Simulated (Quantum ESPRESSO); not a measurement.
Crystal: PbF2 (Fluorocronite).

```xyz
3
Lattice="0.0000 2.9637 2.9637 2.9637 0.0000 2.9637 2.9637 2.9637 0.0000" Properties=species:S:1:pos:R:3 pbc="T T T"
Pb    0.0000    0.0000    0.0000
F     4.4455    4.4455    4.4455
F     1.4818    1.4818    1.4818
```

Base run:

```yaml
Program: Quantum ESPRESSO 7.5
Functional: PBE
Potentials_or_basis: PseudoDojo 0.4.1 SR PBE standard
Cutoff: 1143 eV
Density_cutoff: 4572 eV
k_mesh: 6 × 6 × 6, shifted
Occupations: fermi-dirac, width 0.05 eV
Spin: no spin polarisation
```

Its results: pressure 2.7 GPa.

Question: The run is repeated on the same cell with these changes: functional from PBE to rev-vdW-DF2; k mesh from 6 × 6 × 6, shifted to 8 × 8 × 8. What comes out?

Answer: Pressure 1.0 GPa.

Several settings changed at once, so the effect can't be laid on one alone.

Caveats: the potentials were made for another functional, which shifts forces and pressure (some runs).

Not every run made on this cell is shown here.
